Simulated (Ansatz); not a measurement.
The following input was run with Ansatz 0.2.0.

```yaml
crystal:
  lattice:
    - [0.0, 1.8708513311, 1.8708513311]
    - [1.8708513311, 0.0, 1.8708513311]
    - [1.8708513311, 1.8708513311, 0.0]
  atoms:
    - { symbol: B, position: [0.0, 0.0, 0.0] }
    - { symbol: "N", position: [0.75, 0.75, 0.75] }
basis:
  ecutwfc: 420
kpoints:
  mp_grid: { grid: [12, 12, 12] }
hamiltonian:
  xc: pbe
scf:
  occupations: { method: gaussian, width: 0.02 }
output:
  forces: true
  stress: true
  eigenvalues: true
```

Launched with
```bash
ansatz run input.yaml --threads 1 --pin off --max-ram 2560MiB --backend cpu --events-out ev --progress --plain --runs-dir out
```

Theory: Ansatz 0.2.0, DFT PBE, scalar-relativistic, plane waves, PAW.

Abridged output (iterations and final results):

```
SCF iter   1: F=—  HF=-542.157068 eV  |F-HF|=—  |Δ(HF+E_count)|=         —  Δρ=2.09e-3  dr2=2.89e-4  ethr=1.77e-3  ⟨swp⟩=4.7  Hψ=3655  notcnv=0
SCF iter   2: F=—  HF=-542.157110 eV  |F-HF|=—  |Δ(HF+E_count)|=   4.14e-5  Δρ=9.89e-4  dr2=5.02e-5  ethr=3.61e-6  ⟨swp⟩=2.3  Hψ=1432  notcnv=0
SCF iter   3: F=—  HF=-542.157161 eV  |F-HF|=—  |Δ(HF+E_count)|=   5.16e-5  Δρ=1.04e-4  dr2=4.26e-7  ethr=6.27e-7  ⟨swp⟩=2.5  Hψ=903  notcnv=0
SCF iter   4: F=-542.157162 eV  HF=-542.157162 eV  |F-HF|=2.38e-8  |Δ(HF+E_count)|=   8.14e-7  Δρ=1.92e-5  dr2=1.77e-8  ethr=5.32e-9  ⟨swp⟩=2.8  Hψ=911  notcnv=0
SCF iter   5: F=-542.157162 eV  HF=-542.157162 eV  |F-HF|=1.18e-10  |Δ(HF+E_count)|=   2.79e-8  Δρ=1.45e-6  dr2=9.87e-11  ethr=2.21e-10  ⟨swp⟩=2.2  Hψ=830  notcnv=0
SCF iter   6: F=-542.157162 eV  HF=-542.157162 eV  |F-HF|=2.27e-13  |Δ(HF+E_count)|=  1.37e-10  Δρ=4.09e-8  dr2=6.76e-14  ethr=1.23e-12  ⟨swp⟩=1.0  Hψ=1700  notcnv=0
SCF 1 converged in 6 iterations: F = -542.157162 eV  dr2 = 6.76e-14
SCF converged after 6 iterations
Free energy (F): -542.157162 eV
Harris-Foulkes:  -542.157162 eV  (|F-HF|=2.27e-13)
Internal energy: -542.157162 eV  (E = F + TS)
E sigma→0 (E₀):  -542.157162 eV
Fermi energy:    11.764308 eV
--- Per-component energies (eV) ---
  E_band       = 17.676077
  E_kinetic    = 179.738871
  E_local      = -185.470197  (includes V_loc(G=0)·N_el)
  E_nonlocal   = 55.836094
  E_hartree    = 51.830278
  E_xc         = -91.964465
  E_vxc        = -114.280737  (∫ρ·V_xc dr)
  E_paw        = -205.878922  (= ΣΔE_a)
  E_vpaw       = -21.808610  (= ΣTr[D̂ρ^β])
  E_aug_tail   = 0.000100  (compensation charges beyond the density's cutoff)
  E_ewald      = -346.248921
  E_smearing   =  0.000000  (= −TS)
--- Forces (eV/Å), atoms counted from 1 ---
  atom   1  B      0.00000000     0.00000000     0.00000000
  atom   2  N      0.00000000     0.00000000     0.00000000
--- Stress (GPa, compression-positive) ---
      -29.651270       0.000000       0.000000
        0.000000     -29.651270       0.000000
        0.000000       0.000000     -29.651270
  P = ⅓ Tr σ = -29.6513 GPa (-296.513 kbar)
--- Band table (eV; the first three rows and the last of 72) ---
  k-point 0: bands = ["-9.5175", "9.5891", "9.5891", "9.5891", "17.9264", "17.9264", "17.9264", "18.2856"]
  k-point 1: bands = ["-9.3625", "8.7325", "9.4280", "9.4280", "17.9083", "18.1697", "18.1697", "19.0189"]
  k-point 2: bands = ["-8.9044", "6.7777", "9.0335", "9.0335", "18.0039", "18.7415", "18.7415", "20.4439"]
  k-point 71: bands = ["-4.3072", "2.4303", "3.3638", "3.7741", "18.7498", "21.6744", "22.6905", "23.4475"]
```

The run converged.

It took 1 s on 1 thread of Arm Neoverse V1, with other jobs on the host, peak memory 0.25 GiB.